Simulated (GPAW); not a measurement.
# SnSe2 (P-3m1) in GPAW: notebook

Runs on SnSe2. Level: PBE. Tasks: dielectric tensor.

Program: GPAW 26.7.0. These are calculated values, not measurements. Logs are shortened: lines on timing, memory, paths and dates and some standing lists are left out, and cuts for length are marked. The log counts tension as positive stress, the text compression.

## Step 1: The structure

The structure is trigonal, space group P-3m1 (No. 164). Conventional cell: a = 3.759 Å, b = 3.759 Å, c = 6.053 Å, α = 90.00°, β = 90.00°, γ = 120.00°. Sn (site symmetry -3m) is surrounded by 6 Se at 2.64 Å. Se (site symmetry 3m) has 3 Sn at 2.64 Å as nearest neighbours.

## Step 2: Dielectric tensor, PBE

run.py

```python
import numpy as np
from ase import Atoms
from ase.dft.bandgap import bandgap
from ase.io import write
from gpaw import GPAW, PW
from gpaw.response.df import DielectricFunction

atoms = Atoms(['Sn', 'Se', 'Se'],
              cell=[[3.7594936861, 0.0, 0.0],
                    [-1.8797468431, 3.2558170375, 0.0],
                    [0.0, 0.0, 6.0530709152]],
              scaled_positions=[[0.0, 0.0, 0.0],
                                [0.6666666667, 0.3333333333, 0.751],
                                [0.3333333333, 0.6666666667, 0.249]],
              pbc=True)

calc = GPAW(mode=PW(400),
            xc='PBE',
            kpts={'size': (7, 7, 4), 'gamma': True},
            occupations={'name': 'fermi-dirac', 'width': 0.001},
            nbands=24,
            convergence={'density': 1e-06},
            maxiter=150,
            txt='gpaw.txt')
atoms.calc = calc
energy = atoms.get_potential_energy()
calc.write('gs.gpw')
write('result.traj', atoms)
print(f'Energy: {energy:.6f} eV')
print('Fermi level:', round(calc.get_fermi_level(), 4), 'eV')
print(f'Gap: {bandgap(calc)[0]:.4f} eV, direct: {bandgap(calc, direct=True)[0]:.4f} eV')

for size in [(16, 16, 9)]:
    name = 'x'.join(str(n) for n in size)
    dense = calc.fixed_density(kpts={'size': size, 'gamma': True},
                               nbands=49, convergence={'bands': 43, 'eigenstates': 1e-7},
                               update_fermi_level=True, txt=f'dense-{name}.txt')
    dense.write(f'{name}.gpw', mode='all')
    df = DielectricFunction(f'{name}.gpw', frequencies=np.array([0.0]), hilbert=False, eta=0.001,
                            ecut=80, nbands=43, intraband=False, txt=f'df-{name}.txt')
    for xc in ['RPA']:
        for direction in ['x', 'y', 'z', [0, 1, 1], [1, 0, 1], [1, 1, 0]]:
            e0, e = df.get_macroscopic_dielectric_constant(xc=xc, direction=direction)
            print(f'{name} {xc} {direction}: {e0:.4f} without, {e:.4f} with local fields')
```

Potentials or basis: GPAW PAW data sets (gpaw-data 1.2.1), pw.

Started as:

```
$ OMP_NUM_THREADS=1 python run.py
```

gpaw.txt:

```text
__  _  _
 | _ |_)|_||  |
 |__||  | ||/\| - 26.7.0

Input parameters:
  mode=PW(ecut=400.0),
  convergence={'density': 1e-06},
  kpts=MonkhorstPack(size=(7, 7, 4), gamma=True),
  maxiter=150,
  nbands=24,
  occupations=Occupations(name='fermi-dirac', width=0.001),
  xc=XC(name='PBE')

Diagonalizing LCAO Hamiltonian
Converting LCAO to pw mode

            Se

        Se

       Sn

Atoms  # Å, Bohr magnetons
|   | symbol |         x |        y |        z |    initial magnetic moments |
|---|--------|-----------|----------|----------|-----------------------------|
| 0 |     Sn |  0.000000 | 0.000000 | 0.000000 | ( 0.0000,  0.0000,  0.0000) |
| 1 |     Se |  1.879747 | 1.085272 | 4.545856 | ( 0.0000,  0.0000,  0.0000) |
| 2 |     Se | -0.000000 | 2.170545 | 1.507215 | ( 0.0000,  0.0000,  0.0000) |

Unit cell  # Å
| periodic |         x |        y |        z |  lengths |     angles |
|----------|-----------|----------|----------|----------|------------|
|      yes |  3.759494 | 0.000000 | 0.000000 | 3.759494 |  90.000000 |
|      yes | -1.879747 | 3.255817 | 0.000000 | 3.759494 |  90.000000 |
|      yes |  0.000000 | 0.000000 | 6.053071 | 6.053071 | 120.000000 |

Number of symmetries: 12
Symmetry operations  # r_c * U_cc + t_c -> r_c
|    | kind |            matrix            |
|----|------|------------------------------|
|  0 |  σ   |  1, 1, 0,  0,-1, 0,  0, 0, 1 |
|  1 |  S6  |  1, 1, 0, -1, 0, 0,  0, 0,-1 |
|  2 |  E   |  1, 0, 0,  0, 1, 0,  0, 0, 1 |
|  3 |  C2  |  1, 0, 0, -1,-1, 0,  0, 0,-1 |
|  4 |  C2  |  0, 1, 0,  1, 0, 0,  0, 0,-1 |
|  5 |  C3  |  0, 1, 0, -1,-1, 0,  0, 0, 1 |
|  6 |  S6  |  0,-1, 0,  1, 1, 0,  0, 0,-1 |
|  7 |  σ   |  0,-1, 0, -1, 0, 0,  0, 0, 1 |
|  8 |  σ   | -1, 0, 0,  1, 1, 0,  0, 0, 1 |
|  9 |  i   | -1, 0, 0,  0,-1, 0,  0, 0,-1 |
| 10 |  C3  | -1,-1, 0,  1, 0, 0,  0, 0, 1 |
| 11 |  C2  | -1,-1, 0,  0, 1, 0,  0, 0,-1 |

BZ-sampling:
  Number of BZ points: 196
  Number of IBZ points: 28

  Monkhorst-Pack size: [7, 7, 4]
  Monkhorst-Pack shift: [0.0, 0.0, 0.125]

K-points  # in reciprocal-cell coordinates
|     |                                coordinates |     weight |
|-----|--------------------------------------------|------------|
|   0 | (  0.00000000,   0.00000000,   0.00000000) | 0.00510204 |
|   1 | (  0.00000000,   0.00000000,   0.25000000) | 0.01020408 |
|   2 | (  0.00000000,   0.00000000,   0.50000000) | 0.00510204 |
|   3 | (  0.14285714,   0.00000000,  -0.25000000) | 0.03061224 |
|   4 | (  0.14285714,   0.00000000,   0.00000000) | 0.03061224 |
|   5 | (  0.14285714,   0.00000000,   0.25000000) | 0.03061224 |
|   6 | (  0.14285714,   0.00000000,   0.50000000) | 0.03061224 |
|   7 | (  0.28571429,  -0.14285714,   0.00000000) | 0.03061224 |
|   8 | (  0.28571429,  -0.14285714,   0.25000000) | 0.06122449 |
|   9 | (  0.28571429,  -0.14285714,   0.50000000) | 0.03061224 |
| ... |                                            |            |
|  27 | (  0.42857143,   0.42857143,   0.50000000) | 0.03061224 |

Plane wave coefficients: 1358
Cutoff: 400.0 eV

Spin-components: 1 (collinear spins)
Bands:           24
Projectors:      16
Spin-degeneracy: 2
Datatype:        complex128

Parallelization:
  kpt:    1
  domain: 1
  band:   1

Density:
  Valence electrons: 26.0
  Components: 1
  Grid points: [18 18 28]
  Charge: 0.0  # |e|

Potential:
  Grid points: [18 18 28]

species:
  Sn:
    name:    Tin
    Z:       50.0
    valence: 14
    core:    36
    charge:  0.0  # [|e|]
    compensation charges:
      type: gauss
      rc: 0.38  # [Å]
      lmax: 2
    cutoffs:
      filter: 2.23  # [Å]
      core: 2.35  # [Å]
    projectors
    | kind |    occ | energy [eV] | rcut [Å] |
    |------|--------|-------------|----------|
    |   5s |  2.000 |     -10.538 |    1.201 |
    |   5p |  2.000 |      -3.696 |    1.270 |
    |   4d | 10.000 |     -25.845 |    1.185 |
    |    s |        |      16.674 |    1.201 |
    |    p |        |      23.515 |    1.270 |
    |    d |        |       1.367 |    1.185 |

    Using partial waves for Sn as LCAO basis

  Se:
    name:    Selenium
    Z:       34.0
    valence: 6
    core:    28
    charge:  0.0  # [|e|]
    compensation charges:
      type: gauss
      rc: 0.27  # [Å]
      lmax: 2
    cutoffs:
      filter: 1.77  # [Å]
      core: 2.67  # [Å]
    projectors
    | kind |    occ | energy [eV] | rcut [Å] |
    |------|--------|-------------|----------|
    |   4s |  2.000 |     -17.277 |    0.847 |
    |   4p |  4.000 |      -6.512 |    1.005 |
    |    s |        |       9.935 |    0.847 |
    |    p |        |      20.699 |    1.005 |
    |    d |        |       0.000 |    0.847 |

    Using partial waves for Se as LCAO basis

Reference energy: -300217.757568  # eV

eigensolver:
  PPCG
  Converge bands: occupied
  niter=2

density mixing:
  MSR1-Mixer
  Pratt-step length: 0.05
  Maximum mixing coefficient: 0.75
  Old densities: 10
  SVD Regularization: 0.005
  Good broyden scale: 1.0
  Trust region scale: 1.0
  Backstep threshold: 4.0
  History deletion threshold: 6.0
  Fourier metric: weight=20.0, sigma=0.015

occupation numbers:
  Fermi-Dirac:
    width: 0.0010  # eV

poisson solver:
  ecut: 3200.0  # eV

xc functional:
  name: PBE with 2 nearest neighbor stencil

convergence criteria:
- Maximum integral of absolute [dens]ity change: 1e-06 electrons / valence electron
- Maximum [total energy] change in last 3 cyles: 0.0005 eV / valence electron
- Maximum integral of absolute [eigenst]ate change: 4e-08 eV^2 / valence electron
maximum number of iterations: 150

SCF iterations
|iter     | |      energy | eigst |  dens |
|---------|-|-------------|-------|-------|
|iter:   1| |  -11.918930 | -0.04 |       |
|iter:   2| |  -11.868522 | -2.27 | -1.21 |
|iter:   3| |  -11.686606 | -2.07 | -1.25 |
|iter:   4| |  -11.680753 | -2.80 | -1.77 |
|iter:   5| |  -11.680222c| -4.18 | -2.35 |
|iter:   6| |  -11.680243c| -4.70 | -2.62 |
|iter:   7| |  -11.680260c| -6.02 | -3.40 |
|iter:   8| |  -11.680262c| -6.97 | -3.95 |
|iter:   9| |  -11.680262c| -7.56c| -4.78 |
|iter:  10| |  -11.680262c| -8.18c| -5.53 |
|iter:  11| |  -11.680262c| -8.67c| -6.08c|

Converged in 11 steps
Energy contributions relative to reference atoms: (reference = -300217.757568)

Energy contributions:
  Kinetic:          39.111907
  Coulomb:         -34.436688
  Zero:             -0.130864
  External:          0.000000
  Xc:              -16.224618
  Entropy:          -0.000000
  Spinorbit:         0.000000
  ----------------------------
  Free energy:     -11.680262
  Extrapolated:    -11.680262

dipole moment: (-6.263531, -10.848754, -20.169523)  # |e|*Ang

Fermi level: 6.196
Eigenvalues  # (at kpt = [0.000, 0.000, 0.000])
| band index |      eig [eV] | occ [0-2] |
|------------|---------------|-----------|
|          0 |       -15.677 |     2.000 |
|        ... |               |           |
|          5 |        -8.678 |     2.000 |
|          6 |        -6.741 |     2.000 |
|          7 |        -0.541 |     2.000 |
|          8 |         4.877 |     2.000 |
|          9 |         4.877 |     2.000 |
|         10 |         5.211 |     2.000 |
[... 8 lines left out ...]
|         19 |        14.622 |     0.000 |
|         20 |        15.548 |     0.000 |
|        ... |               |           |
|         23 |        16.509 |     0.000 |

Gap: 0.847 eV
Transition (v -> c):
  (s=0, k=0, n=12, [0.00, 0.00, 0.00]) -> (s=0, k=18, n=13, [0.43, 0.00, -0.25])
Direct/indirect transitions are different
Direct gap: 1.293 eV
Transition at: (s=0, k=0, n=12, [0.00, 0.00, 0.00])
# Writing to gs.gpw (mode='')
```

Run time: 7.2 min. Hardware: 1 thread of Arm Neoverse V1, shared host; peak memory 0.62 GiB.

Results:

```yaml
Free_energy: -11.6803 eV
Band_gap_on_the_k_mesh: 0.85 eV, indirect (least direct gap 1.29 eV)
Electronic_dielectric_tensor_diagonal: 10.09, 10.09, 8.05
```

Electronic dielectric tensor:
```
10.09  0.00  0.00
 0.00 10.09  0.00
 0.00  0.00  8.05
```

Caveat: the long-wavelength limit can be off by a per cent or two; spin-orbit coupling is left out, which moves the levels of the heavy elements; an odd mesh through Γ misses points on the zone boundary, where band edges often lie; this functional lacks dispersion, which binds the layers, so the pressure and a relaxed spacing across them are unreliable.

## Step 3: Dielectric tensor, PBE

This run uses another cell than the first one, of 25.21 Å³/atom, 1.021 times its volume.

run.py, as its differences from that of step 2:

```diff
@@ -8,5 +8,5 @@
 atoms = Atoms(['Sn', 'Se', 'Se'],
-              cell=[[3.7594936861, 0.0, 0.0],
-                    [-1.8797468431, 3.2558170375, 0.0],
-                    [0.0, 0.0, 6.0530709152]],
+              cell=[[3.7854220481, 0.0, 0.0],
+                    [-1.8927110241, 3.2782716577, 0.0],
+                    [0.0, 0.0, 6.0948175511]],
               scaled_positions=[[0.0, 0.0, 0.0],
```

Potentials or basis: GPAW PAW data sets (gpaw-data 1.2.1), pw.

Started as:

```
$ OMP_NUM_THREADS=1 python run.py
```

gpaw.txt:

```text
__  _  _
 | _ |_)|_||  |
 |__||  | ||/\| - 26.7.0

Input parameters:
  mode=PW(ecut=400.0),
  convergence={'density': 1e-06},
  kpts=MonkhorstPack(size=(7, 7, 4), gamma=True),
  maxiter=150,
  nbands=24,
  occupations=Occupations(name='fermi-dirac', width=0.001),
  xc=XC(name='PBE')

Diagonalizing LCAO Hamiltonian
Converting LCAO to pw mode

            Se

        Se

       Sn

Atoms  # Å, Bohr magnetons
|   | symbol |         x |        y |        z |    initial magnetic moments |
|---|--------|-----------|----------|----------|-----------------------------|
| 0 |     Sn |  0.000000 | 0.000000 | 0.000000 | ( 0.0000,  0.0000,  0.0000) |
| 1 |     Se |  1.892711 | 1.092757 | 4.577208 | ( 0.0000,  0.0000,  0.0000) |
| 2 |     Se | -0.000000 | 2.185514 | 1.517610 | ( 0.0000,  0.0000,  0.0000) |

Unit cell  # Å
| periodic |         x |        y |        z |  lengths |     angles |
|----------|-----------|----------|----------|----------|------------|
|      yes |  3.785422 | 0.000000 | 0.000000 | 3.785422 |  90.000000 |
|      yes | -1.892711 | 3.278272 | 0.000000 | 3.785422 |  90.000000 |
|      yes |  0.000000 | 0.000000 | 6.094818 | 6.094818 | 120.000000 |

Number of symmetries: 12
Symmetry operations  # r_c * U_cc + t_c -> r_c
|    | kind |            matrix            |
|----|------|------------------------------|
|  0 |  σ   |  1, 1, 0,  0,-1, 0,  0, 0, 1 |
|  1 |  S6  |  1, 1, 0, -1, 0, 0,  0, 0,-1 |
|  2 |  E   |  1, 0, 0,  0, 1, 0,  0, 0, 1 |
|  3 |  C2  |  1, 0, 0, -1,-1, 0,  0, 0,-1 |
|  4 |  C2  |  0, 1, 0,  1, 0, 0,  0, 0,-1 |
|  5 |  C3  |  0, 1, 0, -1,-1, 0,  0, 0, 1 |
|  6 |  S6  |  0,-1, 0,  1, 1, 0,  0, 0,-1 |
|  7 |  σ   |  0,-1, 0, -1, 0, 0,  0, 0, 1 |
|  8 |  σ   | -1, 0, 0,  1, 1, 0,  0, 0, 1 |
|  9 |  i   | -1, 0, 0,  0,-1, 0,  0, 0,-1 |
| 10 |  C3  | -1,-1, 0,  1, 0, 0,  0, 0, 1 |
| 11 |  C2  | -1,-1, 0,  0, 1, 0,  0, 0,-1 |

BZ-sampling:
  Number of BZ points: 196
  Number of IBZ points: 28

  Monkhorst-Pack size: [7, 7, 4]
  Monkhorst-Pack shift: [0.0, 0.0, 0.125]

K-points  # in reciprocal-cell coordinates
|     |                                coordinates |     weight |
|-----|--------------------------------------------|------------|
|   0 | (  0.00000000,   0.00000000,   0.00000000) | 0.00510204 |
|   1 | (  0.00000000,   0.00000000,   0.25000000) | 0.01020408 |
|   2 | (  0.00000000,   0.00000000,   0.50000000) | 0.00510204 |
|   3 | (  0.14285714,   0.00000000,  -0.25000000) | 0.03061224 |
|   4 | (  0.14285714,   0.00000000,   0.00000000) | 0.03061224 |
|   5 | (  0.14285714,   0.00000000,   0.25000000) | 0.03061224 |
|   6 | (  0.14285714,   0.00000000,   0.50000000) | 0.03061224 |
|   7 | (  0.28571429,  -0.14285714,   0.00000000) | 0.03061224 |
|   8 | (  0.28571429,  -0.14285714,   0.25000000) | 0.06122449 |
|   9 | (  0.28571429,  -0.14285714,   0.50000000) | 0.03061224 |
| ... |                                            |            |
|  27 | (  0.42857143,   0.42857143,   0.50000000) | 0.03061224 |

Plane wave coefficients: 1388
Cutoff: 400.0 eV

Spin-components: 1 (collinear spins)
Bands:           24
Projectors:      16
Spin-degeneracy: 2
Datatype:        complex128

Parallelization:
  kpt:    1
  domain: 1
  band:   1

Density:
  Valence electrons: 26.0
  Components: 1
  Grid points: [18 18 30]
  Charge: 0.0  # |e|

Potential:
  Grid points: [18 18 30]

species:
  Sn:
    name:    Tin
    Z:       50.0
    valence: 14
    core:    36
    charge:  0.0  # [|e|]
    compensation charges:
      type: gauss
      rc: 0.38  # [Å]
      lmax: 2
    cutoffs:
      filter: 2.23  # [Å]
      core: 2.35  # [Å]
    projectors
    | kind |    occ | energy [eV] | rcut [Å] |
    |------|--------|-------------|----------|
    |   5s |  2.000 |     -10.538 |    1.201 |
    |   5p |  2.000 |      -3.696 |    1.270 |
    |   4d | 10.000 |     -25.845 |    1.185 |
    |    s |        |      16.674 |    1.201 |
    |    p |        |      23.515 |    1.270 |
    |    d |        |       1.367 |    1.185 |

    Using partial waves for Sn as LCAO basis

  Se:
    name:    Selenium
    Z:       34.0
    valence: 6
    core:    28
    charge:  0.0  # [|e|]
    compensation charges:
      type: gauss
      rc: 0.27  # [Å]
      lmax: 2
    cutoffs:
      filter: 1.77  # [Å]
      core: 2.67  # [Å]
    projectors
    | kind |    occ | energy [eV] | rcut [Å] |
    |------|--------|-------------|----------|
    |   4s |  2.000 |     -17.277 |    0.847 |
    |   4p |  4.000 |      -6.512 |    1.005 |
    |    s |        |       9.935 |    0.847 |
    |    p |        |      20.699 |    1.005 |
    |    d |        |       0.000 |    0.847 |

    Using partial waves for Se as LCAO basis

Reference energy: -300217.757568  # eV

eigensolver:
  PPCG
  Converge bands: occupied
  niter=2

density mixing:
  MSR1-Mixer
  Pratt-step length: 0.05
  Maximum mixing coefficient: 0.75
  Old densities: 10
  SVD Regularization: 0.005
  Good broyden scale: 1.0
  Trust region scale: 1.0
  Backstep threshold: 4.0
  History deletion threshold: 6.0
  Fourier metric: weight=20.0, sigma=0.015

occupation numbers:
  Fermi-Dirac:
    width: 0.0010  # eV

poisson solver:
  ecut: 3200.0  # eV

xc functional:
  name: PBE with 2 nearest neighbor stencil

convergence criteria:
- Maximum integral of absolute [dens]ity change: 1e-06 electrons / valence electron
- Maximum [total energy] change in last 3 cyles: 0.0005 eV / valence electron
- Maximum integral of absolute [eigenst]ate change: 4e-08 eV^2 / valence electron
maximum number of iterations: 150

SCF iterations
|iter     | |      energy | eigst |  dens |
|---------|-|-------------|-------|-------|
|iter:   1| |  -11.995679 | -0.05 |       |
|iter:   2| |  -11.944290 | -2.28 | -1.22 |
|iter:   3| |  -11.763689 | -2.08 | -1.26 |
|iter:   4| |  -11.758010 | -2.82 | -1.77 |
|iter:   5| |  -11.757749c| -4.22 | -2.35 |
|iter:   6| |  -11.757736c| -4.71 | -2.62 |
|iter:   7| |  -11.757753c| -6.02 | -3.40 |
|iter:   8| |  -11.757755c| -7.00 | -3.96 |
|iter:   9| |  -11.757755c| -7.55c| -4.77 |
|iter:  10| |  -11.757755c| -8.18c| -5.53 |
|iter:  11| |  -11.757755c| -8.68c| -6.06c|

Converged in 11 steps
Energy contributions relative to reference atoms: (reference = -300217.757568)

Energy contributions:
  Kinetic:          35.545853
  Coulomb:         -31.556178
  Zero:             -0.125713
  External:          0.000000
  Xc:              -15.621716
  Entropy:          -0.000000
  Spinorbit:         0.000000
  ----------------------------
  Free energy:     -11.757755
  Extrapolated:    -11.757755

dipole moment: (-6.307092, -10.924203, -20.309795)  # |e|*Ang

Fermi level: 5.893
Eigenvalues  # (at kpt = [0.000, 0.000, 0.000])
| band index |      eig [eV] | occ [0-2] |
|------------|---------------|-----------|
|          0 |       -15.896 |     2.000 |
|        ... |               |           |
|          5 |        -8.765 |     2.000 |
|          6 |        -6.909 |     2.000 |
|          7 |        -0.727 |     2.000 |
|          8 |         4.650 |     2.000 |
|          9 |         4.650 |     2.000 |
|         10 |         4.973 |     2.000 |
[... 8 lines left out ...]
|         19 |        14.352 |     0.000 |
|         20 |        15.156 |     0.000 |
|        ... |               |           |
|         23 |        16.216 |     0.000 |

Gap: 0.831 eV
Transition (v -> c):
  (s=0, k=0, n=12, [0.00, 0.00, 0.00]) -> (s=0, k=18, n=13, [0.43, 0.00, -0.25])
Direct/indirect transitions are different
Direct gap: 1.195 eV
Transition at: (s=0, k=0, n=12, [0.00, 0.00, 0.00])
# Writing to gs.gpw (mode='')
```

It took 7.7 min on 1 thread of Arm Neoverse V1, shared host; peak memory 0.63 GiB.

Results:

```
Free energy                             : -11.7578 eV
Band gap on the k mesh                  : 0.83 eV, indirect (least direct gap 1.20 eV)
Electronic dielectric tensor (diagonal) : 10.18, 10.18, 8.09
```

Electronic dielectric tensor:
```
10.18  0.00  0.00
 0.00 10.18  0.00
 0.00  0.00  8.09
```

Caveat: the long-wavelength limit can be off by a per cent or two; spin-orbit coupling is left out, which moves the levels of the heavy elements; an odd mesh through Γ misses points on the zone boundary, where band edges often lie; this functional lacks dispersion, which binds the layers, so the pressure and a relaxed spacing across them are unreliable.
